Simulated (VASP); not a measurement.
# Quasiparticle energies of BeTe in VASP, part 6 of 6

How does the gap of BeTe change from the starting functional to GW? The cell is of the zinc-blende type, one of the forms listed for this formula. The start is a computed cell from the Materials Project.

VASP 6.6.1, plane waves and PAW; the level of theory is named at each step.

So far, quasiparticle gap on the mesh (eV): step 4 (evGW0, evGW0 on PBE) 3.06; step 5 (QPGW0, QPGW0 on PBE) 3.09. Also gap on the k-mesh (eV): step 3 (empty bands, functional PBE) 2.01; step 7 (another starting point, HSE06) 2.71.

## Step 9: G0W0

This step: G0W0 on HSE06; plane waves and PAW (Be_GW, Te_GW) (VASP 6.6.1).

G0W0 keeps orbitals and screening fixed and shifts each of the lowest NBANDSGW levels once.

Contents of INCAR:

```
SYSTEM = BeTe
PREC = Accurate
ENCUT = 300
ISMEAR = 0
SIGMA = 0.01
LREAL = .FALSE.
LHFCALC = .TRUE.
AEXX = 0.25
GGA = PE
HFSCREEN = 0.2
LASPH = .TRUE.
NBANDS = 296
PRECFOCK = Fast
ALGO = EVGW0
NELMGW = 1
ENCUTGW = 200
NOMEGA = 48
NBANDSGW = 16
LWAVE = .FALSE.
LCHARG = .FALSE.
```

Contents of POSCAR:

```
BeTe
1.0
    0.0000000000      2.8314587876      2.8314587876
    2.8314587876      0.0000000000      2.8314587876
    2.8314587876      2.8314587876      0.0000000000
Be Te
1 1
Direct
    0.0000000000      0.0000000000      0.0000000000
    0.7500000000      0.7500000000      0.7500000000
```

Contents of KPOINTS:

```
Automatic mesh
0
Gamma
6 6 6
0 0 0
```

The projector-augmented-wave data sets are Be_GW and Te_GW (PBE family, release 64).

The WAVECAR or CHGCAR of an earlier step is read.

On the command line:

```console
$ mpirun -np 8 vasp_std
```

Log:

```text
[banner, memory and clock lines left out]
running    8 mpi-ranks, on    1 nodes
 distrk:  each k-point on    8 cores,    1 groups
 distr:  one band on    1 cores,    8 groups

 POSCAR found type information on POSCAR BeTe
 POSCAR found :  2 types and       2 ions
 [... a notice as in an earlier step ...]

 [... a notice as in an earlier step ...]

 LDA part: xc-table for (Slater+PW92), standard interpolation
 found WAVECAR, reading the header
 POSCAR, INCAR and KPOINTS ok, starting setup
 FFT: planning ... GRIDC
 FFT: planning ... GRID_SOFT
 FFT: planning ... GRID
 reading WAVECAR
 the WAVECAR file was read successfully
 initial charge from wavefunction
 available memory per node:     17.46 GB, setting MAXMEM to     17876

 The Fermi energy was updated, please check that it is located mid-gap
 values below the HOMO (VB) or above the LUMO (CB) will cause erroneous energies
 E-fermi :   5.5465

 calculate exact exchange contribution
 the WAVEDER file was read successfully
energies w=
    0.000    0.000    0.671    0.000    1.339    0.000    2.002    0.000
    2.658    0.000    3.303    0.000    3.939    0.000    4.562    0.000
    5.175    0.000    5.775    0.000    6.365    0.000    6.946    0.000
    7.518    0.000    8.083    0.000    8.644    0.000    9.201    0.000
    9.757    0.000   10.316    0.000   10.877    0.000   11.446    0.000
   12.024    0.000   12.614    0.000   13.221    0.000   13.848    0.000
   14.499    0.000   15.180    0.000   15.898    0.000   16.657    0.000
   17.467    0.000   18.338    0.000   19.283    0.000   20.314    0.000
   21.452    0.000   22.718    0.000   24.144    0.000   25.767    0.000
   27.638    0.000   29.828    0.000   32.432    0.000   35.589    0.000
   39.501    0.000   44.483    0.000   51.042    0.000   60.066    0.000
   73.243    0.000   94.239    0.000  132.801    0.000  226.290    0.000
 responsefunction array rank=     304
 LDA part: xc-table for (Slater+PW92), standard interpolation

 min. memory requirement per mpi rank    281.3 MB, per node   2250.7 MB

 allocating   6 responsefunctions rank=   304
 shmem allocating  48 responsefunctions rank=   304
 response function shared by NCSHMEM nodes    1
 Doing            6  frequencies on each core in blocks of           48
NQ=   1    0.0000    0.0000    0.0000,
|.........|.........|.........|.........|.........|.........|.........|.........
 performed        656000 updates of chi_q(r,r)
 total number of BLAS operations        420.39 Gflops
NQ=   2    0.1667    0.0000    0.0000,
|.........|.........|.........|.........|.........|.........|.........|.........
 performed       1956000 updates of chi_q(r,r)
 total number of BLAS operations       1325.61 Gflops
NQ=   3    0.3333    0.0000    0.0000,
|.........|.........|.........|.........|.........|.........|.........|.........
 performed       3256000 updates of chi_q(r,r)
 total number of BLAS operations       2182.39 Gflops
NQ=   4    0.5000    0.0000    0.0000,
|.........|.........|.........|.........|.........|.........|.........|.........
 performed       4328000 updates of chi_q(r,r)
 total number of BLAS operations       2817.41 Gflops
NQ=   5    0.1667    0.1667    0.0000,
|.........|.........|.........|.........|.........|.........|.........|.........
 performed       5628000 updates of chi_q(r,r)
 total number of BLAS operations       3722.62 Gflops
NQ=   6    0.3333    0.1667    0.0000,
|.........|.........|.........|.........|.........|.........|.........|.........
 performed       7742000 updates of chi_q(r,r)
 total number of BLAS operations       5184.99 Gflops
NQ=   7    0.5000    0.1667    0.0000,
|.........|.........|.........|.........|.........|.........|.........|.........
 performed       9856000 updates of chi_q(r,r)
 total number of BLAS operations       6637.43 Gflops
NQ=   8   -0.3333    0.1667    0.0000,
|.........|.........|.........|.........|.........|.........|.........|.........
 performed      11970000 updates of chi_q(r,r)
 total number of BLAS operations       8109.77 Gflops
NQ=   9   -0.1667    0.1667    0.0000,
|.........|.........|.........|.........|.........|.........|.........|.........
 performed      13781000 updates of chi_q(r,r)
 total number of BLAS operations       9371.08 Gflops
NQ=  10    0.3333    0.3333    0.0000,
|.........|.........|.........|.........|.........|.........|.........|.........
 performed      15081000 updates of chi_q(r,r)
 total number of BLAS operations      10319.77 Gflops
NQ=  11    0.5000    0.3333    0.0000,
|.........|.........|.........|.........|.........|.........|.........|.........
 performed      17195000 updates of chi_q(r,r)
 total number of BLAS operations      11742.61 Gflops
NQ=  12   -0.3333    0.3333    0.0000,
|.........|.........|.........|.........|.........|.........|.........|.........
 performed      19006000 updates of chi_q(r,r)
 total number of BLAS operations      12911.62 Gflops
NQ=  13    0.5000    0.5000    0.0000,
|.........|.........|.........|.........|.........|.........|.........|.........
 performed      19946000 updates of chi_q(r,r)
 total number of BLAS operations      13597.68 Gflops
NQ=  14    0.5000    0.3333    0.1667,
|.........|.........|.........|.........|.........|.........|.........|.........
 performed      22344000 updates of chi_q(r,r)
 total number of BLAS operations      15189.53 Gflops
NQ=  15   -0.3333    0.3333    0.1667,
|.........|.........|.........|.........|.........|.........|.........|.........
 performed      24591000 updates of chi_q(r,r)
 total number of BLAS operations      16660.17 Gflops
NQ=  16   -0.3333    0.5000    0.1667,
|.........|.........|.........|.........|.........|.........|.........|.........
 performed      26412000 updates of chi_q(r,r)
 total number of BLAS operations      17885.46 Gflops
 resolving degeneracies of screened two electron integrals

 calculate QP shifts <psi_nk| G(iteration)W_0 |psi_nk>: iteration 1
 entering main loop
```

The job ended after 4.2 min (8 MPI ranks of AMD EPYC 9R14 (Zen 4), shared host; peak memory 3.3 GiB).

OUTCAR, selected parts (step 9):

```text
   NELECT =       8.0000    total number of electrons

 E-fermi :   5.5465

 QP shifts <psi_nk| G(iteration)W_0 |psi_nk>: iteration 1
 for sc-GW calculations column KS-energies equals QP-energies in previous step
 and V_xc(KS)=  KS-energies - (<T + V_ion + V_H > + <T+V_H+V_ion>^1  + <V_x>^1)
 k-point   1 :       0.0000    0.0000    0.0000
  band No.  KS-energies  QP-energies   sigma(KS)   V_xc(KS)     V^pw_x(r,r')   Z            occupation Imag(sigma)
      1      -9.1803      -9.0399     -12.2050     -12.3946     -17.5694       0.7402       2.0000       1.1067
      2       4.1934       3.6563     -12.1970     -11.5305     -12.8731       0.8058       2.0000      -0.0122
      3       4.1934       3.6563     -12.1970     -11.5305     -12.8731       0.8058       2.0000      -0.0122
      4       4.1934       3.6563     -12.1970     -11.5305     -12.8731       0.8058       2.0000      -0.0122
      5       8.6897       8.7366      -8.7703      -8.8294      -4.7621       0.7947       0.0000      -0.0934
      6       8.6897       8.7366      -8.7703      -8.8294      -4.7621       0.7947       0.0000      -0.0934
      7       8.6897       8.7366      -8.7703      -8.8294      -4.7621       0.7947       0.0000      -0.0934
      8       8.8339       8.9378      -8.9011      -9.0313      -4.6863       0.7984       0.0000      -0.1009
    ...

 k-point   2 :       0.1667    0.0000    0.0000
  band No.  KS-energies  QP-energies   sigma(KS)   V_xc(KS)     V^pw_x(r,r')   Z            occupation Imag(sigma)
      1      -8.8961      -8.7517     -12.2360     -12.4319     -17.5130       0.7376       2.0000       1.0621
      2       2.1007       1.6128     -11.6316     -11.0121     -12.8528       0.7874       2.0000       0.0071
      3       3.8064       3.2810     -12.0516     -11.3968     -12.8135       0.8024       2.0000      -0.0096
      4       3.8064       3.2810     -12.0516     -11.3968     -12.8135       0.8024       2.0000      -0.0096
      5       8.4941       8.5409      -8.7659      -8.8246      -4.7450       0.7975       0.0000      -0.0945
      6       9.2553       9.2860      -8.8815      -8.9203      -4.7242       0.7907       0.0000      -0.0999
      7       9.2553       9.2860      -8.8815      -8.9203      -4.7242       0.7907       0.0000      -0.0999
      8      10.8881      10.8867      -9.2829      -9.2810      -4.6924       0.7789       0.0000      -0.1250
    ...

[... 8 parts as in an earlier step ...]

[... 8 further parts left out ...]
```

This step gave:

```yaml
quasiparticle_gap_on_the_mesh: 3.205 eV
smallest_direct_quasiparticle_gap_on_the_mesh: 5.080 eV
gap_of_the_starting_orbitals_on_the_mesh: 2.706 eV
```

GW takes the gap from 2.706 to 3.205 eV. That is +290 meV against the one-shot pass on PBE. Spin-orbit coupling is left out. The value holds for 296 bands, ENCUTGW = 200 eV and this mesh, and isn't shown to be converged in them.

## Step 10: Summary

This step: GW series: evGW0 on PBE, QPGW0 on PBE, G0W0 on HSE06; plane waves and PAW (VASP 6.6.1).

Derived from the runs above.

Cost is wall time times ranks on a shared host, with the step that makes the empty bands. GW runs:

```tsv
level	bands	ENCUTGW (eV)	NOMEGA	k mesh	starting gap (eV)	quasiparticle gap (eV)	direct gap (eV)	cost (core minutes)
evGW0 on PBE	296	200	48	6x6x6	2.012	3.063	4.904	101.5
QPGW0 on PBE	296	200	48	6x6x6	2.012	3.093	4.944	317
G0W0 on HSE06	296	200	48	6x6x6	2.706	3.204	5.08	72.29
```

## Step 11: Results

| Item | Value |
| --- | --- |
| evGW0 on PBE, 296 bands, ENCUTGW 200 eV, NOMEGA 48, mesh 6×6×6 | 2.012 → 3.063 eV |
| QPGW0 on PBE, 296 bands, ENCUTGW 200 eV, NOMEGA 48, mesh 6×6×6 | 2.012 → 3.093 eV |
| G0W0 on HSE06, 296 bands, ENCUTGW 200 eV, NOMEGA 48, mesh 6×6×6 | 2.706 → 3.205 eV |

What this shows: evGW0 gives a quasiparticle gap of 3.063 eV on the mesh, 1.05 eV over the PBE gap on the same mesh. On mesh and path the starting valence top lies at Γ and the conduction bottom at (0.5, 0.5, 0), so the starting gap is indirect. Both points lie on the GW mesh. Over the final values of the levels run here the gap spans 3.06 to 3.20 eV. In evGW0 the first pass, which is the one-shot result, gives 2.914 eV and pass 4 gives 3.063 eV; the last pass changed the gap by +3 meV, so the loop is converged. In QPGW0 the first pass gives 2.905 eV and pass 4 gives 3.093 eV; the last pass changed the gap by +16 meV, so more passes would move it further. One-shot gaps: 2.914 eV from PBE and 3.204 eV from HSE06. The starting gaps span 0.69 eV and the one-shot gaps 0.29 eV. Bands, response cutoff and mesh weren't tested for convergence. Spin-orbit coupling is left out; with Te in the cell it can split or shift band edges, by an amount that depends on which atoms form them and isn't tested here. Not tabulated here, as repeats of values shown or as unfit to read for their mesh, reference level or band range: eps2 curves (empty bands); eps1 curves and static values (empty bands); gaps (empty bands).

Calculation against experiment:

| quantity | measured | PBE | evGW0 on PBE | QPGW0 on PBE | HSE06 | G0W0 on HSE06 |
| --- | --- | --- | --- | --- | --- | --- |
| band gap (least gap) (eV) | 2.7 | 2.01 (-0.69 eV) | 3.06 (+0.36 eV) | 3.09 (+0.39 eV) | 2.71 (+0.01 eV) | 3.20 (+0.50 eV) |

Cost of the run behind each value, in core time: PBE 34 s, evGW0 on PBE 1.7 h, QPGW0 on PBE 5.3 h, HSE06 6.9 min, G0W0 on HSE06 33 min.

Measured values from arxiv:cond-mat/9712266 (1997).

How well it matches: The band gap is off by +0.36 eV at evGW0 on PBE. Of the levels listed, nearest comes HSE06 (+0.01 eV). Spin-orbit coupling, left out here, can change the gap with such heavy elements. Zero-point and thermal motion shift the measured gap. No cell relaxation is part of this session.

[Lines on the potential files, build, host, timing and source positions are cut from VASP's logs without a mark.]

[Logs are printed without paths, hosts, clocks, repeated set-up lines and the standing remarks that a program may print on its own settings, such as how far it seeks lower states.]

[Hosts, paths, dates, database ids (printed as entryN), source tags and the programs' standing remarks are cut or masked in the printed files.]

[Pressures printed for these runs are not shown converged in the cutoff: they can be off by several GPa and have the wrong sign.]
